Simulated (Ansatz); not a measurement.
# Aluminium, bcc under BLYP: ground state and equation of state, part 1 of 2

What does BLYP give for aluminium in the bcc structure? We relax it, solve it on a dense k-mesh, then scale the cell to 7 volumes from 88 to 112 % of the relaxed one and try a fit of the equation of state. Spin polarisation is left out. The k-meshes are 14×14×14 for the relaxation; 22×22×22 for the dense run; 15×15×15 for the volumes.

This is Al in the bcc structure; at room conditions it is fcc.

Computed with Ansatz 0.2.0 (DFT BLYP, plane waves (420 eV) with PAW, scalar-relativistic; PAW files made under PBE, frozen cores solved again for the functional, unless a step says otherwise).

### Step 1. The starting structure

Symmetry: Im-3m, No. 229, cubic system. The conventional cell has a = 3.214 Å, b = 3.214 Å, c = 3.214 Å, α = 90.00°, β = 90.00°, γ = 90.00°. Around Al (site symmetry m-3m) lie 8 Al at 2.78 Å.

As a file:

```xyz
1
Lattice="-1.6071 1.6071 1.6071 1.6071 -1.6071 1.6071 1.6071 1.6071 -1.6071" Properties=species:S:1:pos:R:3 pbc="T T T"
Al    0.0000    0.0000    0.0000
```

### Step 2. Relaxing cell and atoms

Contents of input.yaml:

```yaml
crystal:
  lattice:
    - [-1.607076888, 1.607076888, 1.607076888]
    - [1.607076888, -1.607076888, 1.607076888]
    - [1.607076888, 1.607076888, -1.607076888]
  atoms:
    - { symbol: Al, position: [0.0, 0.0, 0.0] }
hamiltonian:
  xc: blyp
  pseudopotentials:
    kind: paw
    azcp:
      Al: "pseudopotentials/Al.paw.azcp"
basis:
  ecutwfc: 420
  fft_grid_basis: typed
kpoints:
  mp_grid: { grid: [14, 14, 14], shift: [0, 0, 0] }
magnetization:
  spin_polarized: false
scf:
  occupations: { method: fermi_dirac, width: 0.1 }
relax:
  max_steps: 60
  f_tol: 0.01
  cell: {}
```

Started as:

```sh
ansatz run input.yaml --threads 2 --pin off --max-ram 5120MiB --backend cpu --events-out ev --progress --plain --runs-dir out
```

What it wrote:

```text
Warning: RAYON_NUM_THREADS=2 ignored (pool sized by the plan → 2); use --threads N
Engine: ansatz 0.2.0, aarch64-unknown-linux-gnu
Pseudopotentials: kind: paw
Pseudopotential: Al, paw, valence charge 3, recommended cutoff 420 eV (normal), <dir>
Functional definition: BLYP
  parameter beta = 0.0042
  parameter a = 0.04918
  parameter b = 0.132
  parameter c = 0.2533
  parameter d = 0.349
  exchange = b88_x(beta = beta)
  correlation = lyp_c(a = a, b = b, c = c, d = d)
Crystal: 1 atoms, lattice volume = 16.602 Å³
Basis set: ecut = 420 eV, 321 PW (Γ), exchange–correlation on 40×40×40 points (8 copies of the dense FFT grid, shifted against one another)
Bands: 6, of which v1, the nominal top of the filled ones, is band 2 counted from 1 (1 counted from 0)
Symmetry: 48 space group operations
Space group: Im-3m (ITA 229), of the structure as read, at distance tolerance 2.6e-5 Å
k-points: 104 of 2744
Non-local potential: Al, projectors of the file, l = 0: 2, l = 1: 2, l = 2: 1
PAW form: soft (Blöchl's): semilocal exchange-correlation on the pseudo side does not see the compensation charge
PAW frozen core: Al, regenerated for the run's functional, and the local potential with it (the file was generated under x = pbe(κ = 0.804, μ = 0.2195149727645171), c = pbe(β = 0.06672455060314922))
PAW one-centre angular grid: Al, 110 points (default); XC on 64 Gauss nodes
Initial density: superposition of atomic densities (neutral atoms: chi_scale 0, normalization atom), corrected by the library's trained network
Initial wavefunctions: pseudopotential atomic-orbital guess
Functional: x = b88, c = lyp
SCF iter   1: F=—  HF=-540.407171 eV  |F-HF|=—  |Δ(HF+E_count)|=         —  Δρ=4.47e-3  dr2=3.52e-3  ethr=1.77e-3  ⟨swp⟩=4.8  Hψ=5564  notcnv=0
preconditioner: auto → none  [metal: Δε(μ)=0.117 eV  Ē_g=13.104 eV  σ=0.100 eV  W_gap=0.28  n_scr=0 (ndim 8)  ℏωp=15.8 eV  f_vac=0.000  D(μ)=0.37/eV (n_scr^D=0)]
SCF iter   2: F=—  HF=-540.406757 eV  |F-HF|=—  |Δ(HF+E_count)|=   4.14e-4  Δρ=2.17e-3  dr2=8.23e-4  ethr=1.17e-4  ⟨swp⟩=1.0  Hψ=1456  notcnv=0
SCF iter   3: F=—  HF=-540.406705 eV  |F-HF|=—  |Δ(HF+E_count)|=   5.16e-5  Δρ=8.37e-5  dr2=7.32e-7  ethr=2.74e-5  ⟨swp⟩=2.0  Hψ=762  notcnv=0
SCF iter   4: F=—  HF=-540.406703 eV  |F-HF|=—  |Δ(HF+E_count)|=   2.20e-6  Δρ=1.04e-5  dr2=1.02e-8  ethr=2.44e-8  ⟨swp⟩=2.0  Hψ=775  notcnv=0
iter 5 did not close the SCF: its close was put off for the readings that it lacked (scf_convergence_deferred on its scf_iter line)
SCF iter   5: F=-540.406703 eV  HF=-540.406703 eV  |F-HF|=4.90e-11  |Δ(HF+E_count)|=   2.59e-8  Δρ=5.17e-7  dr2=2.55e-11  ethr=3.40e-10  ⟨swp⟩=2.0  Hψ=778  notcnv=0
SCF iter   6: F=-540.406703 eV  HF=-540.406703 eV  |F-HF|=2.27e-13  |Δ(HF+E_count)|=  5.59e-11  Δρ=2.88e-8  dr2=7.67e-14  ethr=1.00e-12  ⟨swp⟩=1.0  Hψ=1683  notcnv=0
SCF 1 converged in 6 iterations: F = -540.406703 eV  dr2 = 7.67e-14
relax step   1: F+E_penalty+E_count = -540.40670330 eV  Δ(F+E_penalty+E_count) = +0.000e0 eV  max|allowed force component| = 0.000e0 eV/Å  Δτ_max = 0.0000 Å  P = +5.450 GPa  Ω = 16.602 Å³  (6 SCF iters, dr2 threshold 1.00e-7 eV, accepted)
Crystal: 1 atoms, lattice volume = 17.931 Å³
Basis set: ecut = 420 eV, 369 PW (Γ), exchange–correlation on 40×40×40 points (8 copies of the dense FFT grid, shifted against one another)
Initial density: handed on by an earlier stage of this run
Initial wavefunctions: those handed on with the density
iter 1 solved again at ethr=3.04e-5 eV; its pass at ethr=3.10e-3 eV (dr2=9.13e-4 eV) is discarded
SCF iter   1: F=—  HF=-540.430815 eV  |F-HF|=—  |Δ(HF+E_count)|=         —  Δρ=2.09e-3  dr2=9.52e-4  ethr=3.04e-5  ⟨swp⟩=1.0  Hψ=6468  notcnv=0
preconditioner: auto → none  [metal: Δε(μ)=0.213 eV  Ē_g=12.466 eV  σ=0.100 eV  W_gap=0.47  n_scr=0 (ndim 8)  ℏωp=15.2 eV  f_vac=0.000  D(μ)=0.34/eV (n_scr^D=0)]
SCF iter   2: F=—  HF=-540.430303 eV  |F-HF|=—  |Δ(HF+E_count)|=   5.12e-4  Δρ=1.05e-3  dr2=2.38e-4  ethr=3.04e-5  ⟨swp⟩=1.0  Hψ=624  notcnv=0
SCF iter   3: F=—  HF=-540.430136 eV  |F-HF|=—  |Δ(HF+E_count)|=   1.67e-4  Δρ=8.16e-6  dr2=4.55e-9  ethr=7.92e-6  ⟨swp⟩=1.0  Hψ=624  notcnv=0
SCF iter   4: F=—  HF=-540.430135 eV  |F-HF|=—  |Δ(HF+E_count)|=   3.19e-7  Δρ=2.17e-6  dr2=3.21e-10  ethr=1.52e-10  ⟨swp⟩=3.6  Hψ=1355  notcnv=0
SCF iter   5: F=-540.430135 eV  HF=-540.430135 eV  |F-HF|=1.00e-10  |Δ(HF+E_count)|=   2.28e-9  Δρ=4.40e-7  dr2=1.11e-11  ethr=1.07e-11  ⟨swp⟩=1.0  Hψ=1738  notcnv=0
SCF 2 converged in 5 iterations: F = -540.430135 eV  dr2 = 1.11e-11
relax step   2: F+E_penalty+E_count = -540.43013520 eV  Δ(F+E_penalty+E_count) = -2.343e-2 eV  max|allowed force component| = 0.000e0 eV/Å  Δτ_max = 0.0000 Å  P = +0.650 GPa  Ω = 17.931 Å³  energy of the carried Pulay correction = -5.339e-4 eV  (5 SCF iters, dr2 threshold 1.00e-7 eV, accepted)
Crystal: 1 atoms, lattice volume = 18.128 Å³
iter 1 solved again at ethr=4.85e-7 eV; its pass at ethr=3.10e-3 eV (dr2=1.46e-5 eV) is discarded
SCF iter   1: F=—  HF=-540.430522 eV  |F-HF|=—  |Δ(HF+E_count)|=         —  Δρ=2.73e-4  dr2=1.65e-5  ethr=4.85e-7  ⟨swp⟩=2.3  Hψ=5966  notcnv=0
preconditioner: auto → none  [insulator: Δε(μ)=0.239 eV  Ē_g=12.377 eV  σ=0.100 eV  W_gap=0.51  n_scr=0 (ndim 8)  ℏωp=15.1 eV  f_vac=0.000  D(μ)=0.34/eV (n_scr^D=0)  ε∞_Penn≈2.5]
SCF iter   2: F=—  HF=-540.430514 eV  |F-HF|=—  |Δ(HF+E_count)|=   8.60e-6  Δρ=1.36e-4  dr2=4.09e-6  ethr=4.85e-7  ⟨swp⟩=1.0  Hψ=624  notcnv=0
SCF iter   3: F=-540.430511 eV  HF=-540.430511 eV  |F-HF|=4.79e-10  |Δ(HF+E_count)|=   2.89e-6  Δρ=1.19e-6  dr2=1.40e-10  ethr=3.33e-9  ⟨swp⟩=2.9  Hψ=1862  notcnv=0
SCF 3 converged in 3 iterations: F = -540.430511 eV  dr2 = 1.40e-10
relax step   3: F+E_penalty+E_count = -540.43051067 eV  Δ(F+E_penalty+E_count) = -3.755e-4 eV  max|allowed force component| = 0.000e0 eV/Å  Δτ_max = 0.0000 Å  P = +0.090 GPa  Ω = 18.128 Å³  energy of the carried Pulay correction = -6.094e-4 eV  (3 SCF iters, dr2 threshold 1.00e-7 eV, accepted)
Crystal: 1 atoms, lattice volume = 18.160 Å³
iter 1 solved again at ethr=1.22e-8 eV; its pass at ethr=3.10e-3 eV (dr2=3.67e-7 eV) is discarded
SCF iter   1: F=—  HF=-540.430507 eV  |F-HF|=—  |Δ(HF+E_count)|=         —  Δρ=4.34e-5  dr2=4.16e-7  ethr=1.22e-8  ⟨swp⟩=2.2  Hψ=5968  notcnv=0
preconditioner: auto → none  [insulator: Δε(μ)=0.242 eV  Ē_g=12.363 eV  σ=0.100 eV  W_gap=0.51  n_scr=0 (ndim 8)  ℏωp=15.1 eV  f_vac=0.000  D(μ)=0.34/eV (n_scr^D=0)  ε∞_Penn≈2.5]
SCF iter   2: F=—  HF=-540.430508 eV  |F-HF|=—  |Δ(HF+E_count)|=   2.71e-7  Δρ=2.18e-5  dr2=1.05e-7  ethr=1.22e-8  ⟨swp⟩=1.0  Hψ=624  notcnv=0
SCF iter   3: F=-540.430508 eV  HF=-540.430508 eV  |F-HF|=1.94e-11  |Δ(HF+E_count)|=   7.29e-8  Δρ=2.83e-7  dr2=1.00e-11  ethr=6.82e-10  ⟨swp⟩=2.1  Hψ=1736  notcnv=0
SCF 4 converged in 3 iterations: F = -540.430508 eV  dr2 = 1.00e-11
relax step   4: F+E_penalty+E_count = -540.43050766 eV  Δ(F+E_penalty+E_count) = +3.011e-6 eV  max|allowed force component| = 0.000e0 eV/Å  Δτ_max = 0.0000 Å  P = +0.002 GPa  Ω = 18.160 Å³  energy of the carried Pulay correction = -6.217e-4 eV  (3 SCF iters, dr2 threshold 2.05e-8 eV, accepted)
Initial wavefunctions: pseudopotential atomic-orbital guess (no wavefunctions were taken with the density)
iter 1 solved again at ethr=4.91e-9 eV; its pass at ethr=3.10e-3 eV (dr2=1.47e-7 eV) is discarded
SCF iter   1: F=—  HF=-540.431501 eV  |F-HF|=—  |Δ(HF+E_count)|=         —  Δρ=8.56e-5  dr2=1.20e-7  ethr=4.91e-9  ⟨swp⟩=3.2  Hψ=7561  notcnv=0
preconditioner: auto → none  [insulator: Δε(μ)=0.242 eV  Ē_g=12.362 eV  σ=0.100 eV  W_gap=0.51  n_scr=0 (ndim 8)  ℏωp=15.1 eV  f_vac=0.000  D(μ)=0.34/eV (n_scr^D=0)  ε∞_Penn≈2.5]
SCF iter   2: F=—  HF=-540.431508 eV  |F-HF|=—  |Δ(HF+E_count)|=   7.65e-6  Δρ=4.52e-5  dr2=3.24e-8  ethr=4.00e-9  ⟨swp⟩=2.0  Hψ=801  notcnv=0
SCF iter   3: F=—  HF=-540.431511 eV  |F-HF|=—  |Δ(HF+E_count)|=   2.71e-6  Δρ=2.69e-6  dr2=2.97e-10  ethr=1.08e-9  ⟨swp⟩=2.0  Hψ=803  notcnv=0
SCF iter   4: F=-540.431511 eV  HF=-540.431511 eV  |F-HF|=9.55e-12  |Δ(HF+E_count)|=   6.49e-9  Δρ=1.35e-7  dr2=1.33e-12  ethr=1.00e-12  ⟨swp⟩=3.1  Hψ=2078  notcnv=0
SCF 5 converged in 4 iterations: F = -540.431511 eV  dr2 = 1.33e-12
relax step   5: F+E_penalty+E_count = -540.43151095 eV  Δ(F+E_penalty+E_count) = -1.003e-3 eV  max|allowed force component| = 0.000e0 eV/Å  Δτ_max = 0.0000 Å  P = +0.081 GPa  Ω = 18.160 Å³  stress off target by 8.15e-2 GPa  SCF on the basis re-selected at this cell (its energy is not comparable with the rows above)  (4 SCF iters)
basis re-selected at this cell: Δ(F+E_penalty+E_count) = -1.003e-3 eV, ΔP = +0.079 GPa vs the last step (what re-selecting the basis moved, of the pressure what is left beyond the Pulay correction that the steps carried, after the strain that the cell walked since its last selection, with what the two solves' SCF thresholds leave and, on support functions, any second-order correction that the steps lacked; it is no measure of the basis error at this ecutwfc). This SCF's stress stands 8.15e-2 GPa from its target on what of the cell is left free (relax.cell.stress_tol is 5.00e-2 GPa) and its largest allowed force component is 0.00e0 eV/Å (relax.f_tol is 1.00e-2 eV/Å): not within both, so this SCF does not close the relaxation
Crystal: 1 atoms, lattice volume = 18.189 Å³
iter 1 solved again at ethr=1.07e-8 eV; its pass at ethr=3.10e-3 eV (dr2=3.20e-7 eV) is discarded
SCF iter   1: F=—  HF=-540.431507 eV  |F-HF|=—  |Δ(HF+E_count)|=         —  Δρ=4.04e-5  dr2=3.62e-7  ethr=1.07e-8  ⟨swp⟩=2.3  Hψ=5976  notcnv=0
preconditioner: auto → none  [insulator: Δε(μ)=0.242 eV  Ē_g=12.349 eV  σ=0.100 eV  W_gap=0.51  n_scr=0 (ndim 8)  ℏωp=15.1 eV  f_vac=0.000  D(μ)=0.34/eV (n_scr^D=0)  ε∞_Penn≈2.5]
SCF iter   2: F=—  HF=-540.431508 eV  |F-HF|=—  |Δ(HF+E_count)|=   4.62e-7  Δρ=2.02e-5  dr2=9.05e-8  ethr=1.07e-8  ⟨swp⟩=1.0  Hψ=624  notcnv=0
SCF iter   3: F=-540.431508 eV  HF=-540.431508 eV  |F-HF|=8.87e-12  |Δ(HF+E_count)|=   6.37e-8  Δρ=2.28e-7  dr2=7.58e-12  ethr=5.53e-10  ⟨swp⟩=2.1  Hψ=1731  notcnv=0
SCF 6 converged in 3 iterations: F = -540.431508 eV  dr2 = 7.58e-12
relax step   6: F+E_penalty+E_count = -540.43150767 eV  Δ(F+E_penalty+E_count) = +3.280e-6 eV  max|allowed force component| = 0.000e0 eV/Å  Δτ_max = 0.0000 Å  P = +0.002 GPa  Ω = 18.189 Å³  energy of the carried Pulay correction = -1.099e-5 eV  (3 SCF iters, dr2 threshold 1.66e-8 eV, accepted)
iter 1 solved again at ethr=2.32e-10 eV; its pass at ethr=3.10e-3 eV (dr2=6.95e-9 eV) is discarded
SCF iter   1: F=—  HF=-540.431518 eV  |F-HF|=—  |Δ(HF+E_count)|=         —  Δρ=1.30e-6  dr2=3.88e-11  ethr=2.32e-10  ⟨swp⟩=3.4  Hψ=7704  notcnv=0
SCF iter   2: F=-540.431519 eV  HF=-540.431519 eV  |F-HF|=4.40e-10  |Δ(HF+E_count)|=   6.62e-7  Δρ=6.33e-7  dr2=6.69e-12  ethr=1.00e-12  ⟨swp⟩=3.0  Hψ=2060  notcnv=0
SCF 7 converged in 2 iterations: F = -540.431519 eV  dr2 = 6.69e-12
relax step   7: F+E_penalty+E_count = -540.43151867 eV  Δ(F+E_penalty+E_count) = -1.100e-5 eV  max|allowed force component| = 0.000e0 eV/Å  Δτ_max = 0.0000 Å  P = +0.002 GPa  Ω = 18.189 Å³  stress off target by 2.16e-3 GPa  SCF on the basis re-selected at this cell (its energy is not comparable with the rows above)  (2 SCF iters)
basis re-selected at this cell: Δ(F+E_penalty+E_count) = -1.100e-5 eV, ΔP = +0.000 GPa vs the last step (what re-selecting the basis moved, of the pressure what is left beyond the Pulay correction that the steps carried, after the strain that the cell walked since its last selection, with what the two solves' SCF thresholds leave and, on support functions, any second-order correction that the steps lacked; it is no measure of the basis error at this ecutwfc). This SCF's stress stands 2.16e-3 GPa from its target on what of the cell is left free (relax.cell.stress_tol is 5.00e-2 GPa) and its largest allowed force component is 0.00e0 eV/Å (relax.f_tol is 1.00e-2 eV/Å): within both
SCF converged after 2 iterations
Free energy (F): -540.431519 eV
Harris-Foulkes:  -540.431519 eV  (|F-HF|=4.40e-10)
Internal energy: -540.419871 eV  (E = F + TS)
E sigma→0 (E₀):  -540.425695 eV
Entropy (-TS):   -0.011648 eV (-11.648 meV/atom)
Fermi energy:    7.398596 eV
--- Per-component energies (eV) ---
  E_band       = 9.878337
  E_kinetic    = 21.403076
  E_local      = 7.639734  (includes V_loc(G=0)·N_el)
  E_nonlocal   = 11.249719
  E_hartree    = 0.073553
  E_xc         = -37.865710
  E_vxc        = -26.603921  (∫ρ·V_xc dr)
  E_paw        = -471.763321  (= ΣΔE_a)
  E_vpaw       = -3.957374  (= ΣTr[D̂ρ^β])
  E_aug_tail   = -0.000003  (compensation charges beyond the density's cutoff)
  E_ewald      = -71.168986
  E_core_change = 0.012067  (= ΣΔE_core)
  E_smearing   = -0.011648  (= −TS)
  E_closure    = 0.000000  (closes the sum)
  Σ components = -540.431519   (vs F -540.431519, Δ=0.00e0)
--- Forces (eV/Å), atoms counted from 1 ---
  atom   1  Al    -0.00000000     0.00000000    -0.00000000
  max |Σ_I F_I| component: 1.69e-32 eV/Å
--- Stress (GPa, compression-positive) ---
        0.002159      -0.000000      -0.000000
        0.000000       0.002159      -0.000000
       -0.000000      -0.000000       0.002159
  P = ⅓ Tr σ = 0.0022 GPa (0.022 kbar)
--- Relaxed structure (5 steps of the walk, 5 accepted, 2 SCFs on fresh bases) ---
  F+E_penalty+E_count = -540.43151867 eV   max|allowed force component| = 0.000e0 eV/Å   (the final SCF, on the basis selected at the relaxed cell)
  cell:  # Å, volume = 18.1895 Å³
    - [-1.6567365684015394, 1.6567365684015394, 1.6567365684015394]
    - [1.6567365684015394, -1.6567365684015394, 1.6567365684015394]
    - [1.6567365684015394, 1.6567365684015394, -1.6567365684015394]
  atoms:
    - { symbol: Al, position: [0.0, 0.0, 0.0] }
```

It took 3.2 s on 2 threads of Arm Neoverse V1, shared host; peak memory 0.25 GiB.

The walk, from the log:

```
step  energy change (meV/atom)  largest force (eV/Å)  pressure (GPa)  volume (Å³/atom)
   1                      0.00                0.0000            5.45            16.602
   2                    -23.43                0.0000            0.65            17.931
   3                    -23.81                0.0000            0.09            18.128
   4                    -23.80                0.0000            0.00            18.160
   5                    -24.81                0.0000            0.08            18.160
   6                    -24.80                0.0000            0.00            18.189
   7                    -24.82                0.0000            0.00            18.189
```

Steps that repeat a cell are solved on a basis chosen anew, so their changes of energy are no gain of the relaxation.

Changes in the cell that was computed:

|  | before | after | change |
| --- | --- | --- | --- |
| a (Å) | 2.784 | 2.870 | +3.1 % |
| b (Å) | 2.784 | 2.870 | +3.1 % |
| c (Å) | 2.784 | 2.870 | +3.1 % |
| volume (Å³/atom) | 16.602 | 18.189 | +9.6 % |
| shortest distance (Å) | 2.784 | 2.870 | +3.1 % |
| space group (spins left aside) | Im-3m | Im-3m | same |

### Step 3. The energy on a finer k-mesh

Contents of input.yaml:

```yaml
crystal:
  lattice:
    - [-1.6567365684, 1.6567365684, 1.6567365684]
    - [1.6567365684, -1.6567365684, 1.6567365684]
    - [1.6567365684, 1.6567365684, -1.6567365684]
  atoms:
    - { symbol: Al, position: [0.0, 0.0, 0.0] }
hamiltonian:
  xc: blyp
  pseudopotentials:
    kind: paw
    azcp:
      Al: "pseudopotentials/Al.paw.azcp"
basis:
  ecutwfc: 420
  fft_grid_basis: typed
kpoints:
  mp_grid: { grid: [22, 22, 22], shift: [0, 0, 0] }
magnetization:
  spin_polarized: false
scf:
  occupations: { method: fermi_dirac, width: 0.1 }
```

Started as:

```sh
ansatz run input.yaml --threads 2 --pin off --max-ram 5120MiB --backend cpu --events-out ev --progress --plain --runs-dir out
```

What it wrote, cut to the lines that bear on the results:

```text
Warning: RAYON_NUM_THREADS=2 ignored (pool sized by the plan → 2); use --threads N
[...]
[... 3 set-up lines as earlier in the session ...]
[...]
Crystal: 1 atoms, lattice volume = 18.189 Å³
Basis set: ecut = 420 eV, 369 PW (Γ), exchange–correlation on 40×40×40 points (8 copies of the dense FFT grid, shifted against one another)
Bands: 6, of which v1, the nominal top of the filled ones, is band 2 counted from 1 (1 counted from 0)
[... 2 set-up lines as earlier in the session ...]
k-points: 328 of 10648
[...]
SCF iter   1: F=—  HF=-540.426818 eV  |F-HF|=—  |Δ(HF+E_count)|=         —  Δρ=4.58e-3  dr2=4.32e-3  ethr=1.77e-3  ⟨swp⟩=4.8  Hψ=17808  notcnv=0
[...]
SCF iter   6: F=-540.426276 eV  HF=-540.426276 eV  |F-HF|=2.27e-13  |Δ(HF+E_count)|=  7.96e-11  Δρ=3.10e-8  dr2=1.02e-13  ethr=1.07e-12  ⟨swp⟩=1.0  Hψ=5333  notcnv=0
[...]
SCF converged after 6 iterations
Free energy (F): -540.426276 eV
[...]
E sigma→0 (E₀):  -540.419139 eV
Entropy (-TS):   -0.014273 eV (-14.273 meV/atom)
Fermi energy:    7.405889 eV
[...]
```

It took 1.3 s on 2 threads of Arm Neoverse V1, shared host; peak memory 0.27 GiB.

### Step 4. Equation of state: 88 %

Contents of input.yaml:

```yaml
crystal:
  lattice:
    - [-1.5876240984, 1.5876240984, 1.5876240984]
    - [1.5876240984, -1.5876240984, 1.5876240984]
    - [1.5876240984, 1.5876240984, -1.5876240984]
  atoms:
    - { symbol: Al, position: [0.0, 0.0, 0.0] }
hamiltonian:
  xc: blyp
  pseudopotentials:
    kind: paw
    azcp:
      Al: "pseudopotentials/Al.paw.azcp"
basis:
  ecutwfc: 420
  fft_grid_basis: typed
kpoints:
  mp_grid: { grid: [15, 15, 15], shift: [0, 0, 0] }
magnetization:
  spin_polarized: false
scf:
  occupations: { method: fermi_dirac, width: 0.1 }
  lower_state_search: "off"
output:
  stress: true
```

Started as:

```sh
ansatz run input.yaml --threads 2 --pin off --max-ram 5120MiB --backend cpu --events-out ev --progress --plain --runs-dir out
```

What it wrote, cut to the lines that bear on the results:

```text
Warning: RAYON_NUM_THREADS=2 ignored (pool sized by the plan → 2); use --threads N
[...]
[... 3 set-up lines as earlier in the session ...]
[...]
Crystal: 1 atoms, lattice volume = 16.007 Å³
Basis set: ecut = 420 eV, 321 PW (Γ), exchange–correlation on 40×40×40 points (8 copies of the dense FFT grid, shifted against one another)
Bands: 6, of which v1, the nominal top of the filled ones, is band 2 counted from 1 (1 counted from 0)
[... 1 set-up line as earlier in the session ...]
Space group: Im-3m (ITA 229), of the structure as read, at distance tolerance 2.5e-5 Å
k-points: 120 of 3375
[...]
SCF iter   1: F=—  HF=-540.378575 eV  |F-HF|=—  |Δ(HF+E_count)|=         —  Δρ=4.25e-3  dr2=3.00e-3  ethr=1.77e-3  ⟨swp⟩=4.8  Hψ=6428  notcnv=0
[...]
SCF iter   6: F=-540.378150 eV  HF=-540.378150 eV  |F-HF|=1.14e-13  |Δ(HF+E_count)|=  4.98e-11  Δρ=2.66e-8  dr2=6.06e-14  ethr=1.00e-12  ⟨swp⟩=1.0  Hψ=1932  notcnv=0
[...]
SCF converged after 6 iterations
Free energy (F): -540.378150 eV
[...]
E sigma→0 (E₀):  -540.371178 eV
Entropy (-TS):   -0.013943 eV (-13.943 meV/atom)
Fermi energy:    8.722764 eV
[...]
--- Stress (GPa, compression-positive) ---
        8.128643       0.000000       0.000000
        0.000000       8.128643      -0.000000
        0.000000       0.000000       8.128643
  P = ⅓ Tr σ = 8.1286 GPa (81.286 kbar)
```

Run time: 0.7 s. Hardware: 2 threads of Arm Neoverse V1, shared host; peak memory 0.24 GiB.

### Step 5. Equation of state: 92 %

input.yaml: that of step 4 with these lines changed.

```diff
@@ -2,5 +2,5 @@
   lattice:
-    - [-1.5876240984, 1.5876240984, 1.5876240984]
-    - [1.5876240984, -1.5876240984, 1.5876240984]
-    - [1.5876240984, 1.5876240984, -1.5876240984]
+    - [-1.6113234744, 1.6113234744, 1.6113234744]
+    - [1.6113234744, -1.6113234744, 1.6113234744]
+    - [1.6113234744, 1.6113234744, -1.6113234744]
   atoms:
```

Started as:

```sh
ansatz run input.yaml --threads 2 --pin off --max-ram 5120MiB --backend cpu --events-out ev --progress --plain --runs-dir out
```

What it wrote, cut to the lines that bear on the results:

```text
Warning: RAYON_NUM_THREADS=2 ignored (pool sized by the plan → 2); use --threads N
[...]
[... 3 set-up lines as earlier in the session ...]
[...]
Crystal: 1 atoms, lattice volume = 16.734 Å³
Basis set: ecut = 420 eV, 321 PW (Γ), exchange–correlation on 40×40×40 points (8 copies of the dense FFT grid, shifted against one another)
Bands: 6, of which v1, the nominal top of the filled ones, is band 2 counted from 1 (1 counted from 0)
[... 2 set-up lines as earlier in the session ...]
k-points: 120 of 3375
[...]
SCF iter   1: F=—  HF=-540.407538 eV  |F-HF|=—  |Δ(HF+E_count)|=         —  Δρ=4.37e-3  dr2=3.41e-3  ethr=1.77e-3  ⟨swp⟩=4.8  Hψ=6489  notcnv=0
[...]
SCF iter   6: F=-540.407075 eV  HF=-540.407075 eV  |F-HF|=2.27e-13  |Δ(HF+E_count)|=  4.80e-11  Δρ=2.76e-8  dr2=7.05e-14  ethr=1.00e-12  ⟨swp⟩=1.0  Hψ=1932  notcnv=0
[...]
SCF converged after 6 iterations
Free energy (F): -540.407075 eV
[...]
E sigma→0 (E₀):  -540.399860 eV
Entropy (-TS):   -0.014431 eV (-14.431 meV/atom)
Fermi energy:    8.243294 eV
[...]
--- Stress (GPa, compression-positive) ---
        4.743867      -0.000000      -0.000000
        0.000000       4.743867      -0.000000
       -0.000000      -0.000000       4.743867
  P = ⅓ Tr σ = 4.7439 GPa (47.439 kbar)
```

Run time: 0.79 s. Hardware: 2 threads of Arm Neoverse V1, shared host; peak memory 0.24 GiB.

(Continued in part 2 of 2.)
